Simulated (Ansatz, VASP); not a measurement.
**NaCl: VASP beside Ansatz**

```
Na Cl
1.0
     2.86000    0.00000    0.00000
     0.00000    2.86000    0.00000
     0.00000    0.00000    2.83140
Na Cl
1 1
Direct
  0.00000 0.00000 0.00000
  0.50000 0.50000 0.50000
```

Change from the starting cell: zz strain of -1 %.

Alike in both runs: task single point; functional PBEsol; k mesh 9 × 9 × 9; occupations fermi-dirac, width 0.03 eV; no spin polarisation.

```csv
,VASP,Ansatz
version,VASP 6.6.1,Ansatz 0.2.0
potentials or method,"VASP PAW PBE potentials, release 64 (Na_pv, Cl), cutoff 520 eV","all-electron LAPW, scalar-relativistic"
```

|  | VASP | Ansatz | Ansatz less VASP |
| --- | --- | --- | --- |
| gap on the k mesh at the Fermi level (eV) | 4.42 | 4.37 | -0.056 |
| pressure (GPa) | 62.6 | 61.9 | -0.68 |
| largest component of the traceless stress (GPa) | 1.77 | 1.78 | +0.009 |

Ansatz ran all-electron here, so the differences hold the error of VASP's frozen core and of both bases.

Caveats: the cell as given lies far from equilibrium; so large a pressure means that the cell lies far from this level's equilibrium, or that cutoff or potentials fall short (VASP); the potentials were made for another functional, which shifts forces and pressure (VASP); an odd mesh through Γ misses points on the zone boundary, where band edges often lie.
